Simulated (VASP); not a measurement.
Input of a VASP 6.6.1 run:

File INCAR:

```
SYSTEM = TiPt3
PREC = Accurate ; ENCUT = 520
EDIFF = 1E-6 ; ISMEAR = 0
SIGMA = 0.1 ; LREAL = .FALSE.
LASPH = .TRUE. ; NELM = 100
ALGO = Fast ; ISIF = 2
LWAVE = .FALSE. ; LCHARG = .FALSE.
GGA = PE ; NBANDS = 29
```

File KPOINTS:

```
Automatic mesh
0
G
  10 10 10
  0 0 0
```

POSCAR

```
TiPt3
1.0
    3.9481842894      0.0000000000      0.0000000000
    0.0000000000      3.9481842894      0.0000000000
    0.0000000000      0.0000000000      3.9481842894
Ti Pt
1 3
Direct
    0.0000000000      0.0000000000      0.0000000000
    0.0000000000      0.5000000000      0.5000000000
    0.5000000000      0.0000000000      0.5000000000
    0.5000000000      0.5000000000      0.0000000000
```

Potentials or basis: VASP PAW PBE potentials, release 64 (Ti_sv, Pt).

The run is started by

```console
$ cat potpaw_PBE.64/Ti_sv/POTCAR potpaw_PBE.64/Pt/POTCAR > POTCAR
$ mpirun -np 1 vasp_std > vasp.out
```

Q: What does it give for the pressure?

A: -0.3 GPa.

Q: What does it give for the band gap on the k mesh?

A: None (metal or under the smearing width).

The run has no spin-orbit coupling, so splittings on Pt are missing.
